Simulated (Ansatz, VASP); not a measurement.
## One calculation of La, two programs

```
CELL_PARAMETERS angstrom
3.75000 0.00000 0.00000
-1.87500 3.24760 0.00000
0.00000 0.00000 6.07000
ATOMIC_POSITIONS crystal
La 0.33333 0.66667 0.25000
La 0.66667 0.33333 0.75000
```

Alike in both runs: task single point; functional PBE; k mesh 11 × 11 × 6; occupations gaussian, width 0.05 eV; no spin polarisation.

|  | VASP | Ansatz |
| --- | --- | --- |
| version | VASP 6.6.1 | Ansatz 0.2.0 |
| potentials or method | VASP PAW PBE potentials, release 64 (La), cutoff 520 eV | all-electron LAPW, scalar-relativistic |

VASP gave:

```
pressure (GPa)                                  : 0.5
largest component of the traceless stress (GPa) : 0.21
```

**Question.** What did Ansatz give for the same quantities?

**Answer.** Pressure (GPa): 0.4; largest component of the traceless stress (GPa): 0.21.

Ansatz ran all-electron here, so the differences hold the error of VASP's frozen core and of both bases.

Spin-orbit coupling is left out, which matters for the levels of La.
